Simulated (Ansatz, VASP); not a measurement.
W: VASP beside Ansatz

```xyz
1
Lattice="2.5771 0.0000 0.0000 0.0000 2.5771 0.0000 0.0000 0.0000 2.5771" Properties=species:S:1:pos:R:3 pbc="T T T"
W     0.0000    0.0000    0.0000
```

The cell was built by a generator and needn't be a form met in nature.

Alike in both runs: task relaxation of cell and atoms; functional r2SCAN; k mesh 12 × 12 × 12; occupations fermi-dirac, width 0.1 eV; no spin polarisation.

|  | VASP | Ansatz |
| --- | --- | --- |
| version | VASP 6.6.1 | Ansatz 0.2.0 |
| potentials or method | VASP PAW PBE potentials, release 64 (W_sv) | plane waves (500 eV) with PAW, scalar-relativistic |
| plane-wave cutoff (eV) | 600 | 500 |
| valence electrons in the cell | 14 | 14 |

```csv
,VASP,Ansatz,Ansatz less VASP
relaxed volume (Å³/atom),18.12,18.03,-0.094
relaxed cell length with the largest relative difference (Å),2.627,2.622,-0.0045
energy change over the relaxation (meV/atom),-44,-36,+7.8
```

Caveats: the PAW data sets were made with another functional, which shifts forces and pressure a little (VASP). The runs have no spin-orbit coupling, so splittings on W are missing.
